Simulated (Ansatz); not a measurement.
System: I (fcc type), 1 atom in the cell.

```
CELL_PARAMETERS angstrom
0.00000 2.59620 2.59620
2.59620 0.00000 2.59620
2.59620 2.59620 0.00000
ATOMIC_POSITIONS crystal
I 0.00000 0.00000 0.00000
```

Code and potentials: Ansatz all-electron LAPW. Settings of the plain PBE run: k-mesh 4×4×4 Γ-centred; Fermi–Dirac smearing of 0.15 eV; no spin polarisation; no spin–orbit coupling.

Plain PBE gives:

```
Pressure : 0.04 GPa
```

Q: What changes under PBE with spin–orbit coupling?

A: The pressure goes up by 0.914 GPa to 0.957 GPa.

The k-mesh is coarse, so these values belong to this mesh and can lie far from the converged ones. This cubic structure is a model: it isn't the usual form of the substance at ambient conditions, and such phases are metastable or hypothetical.
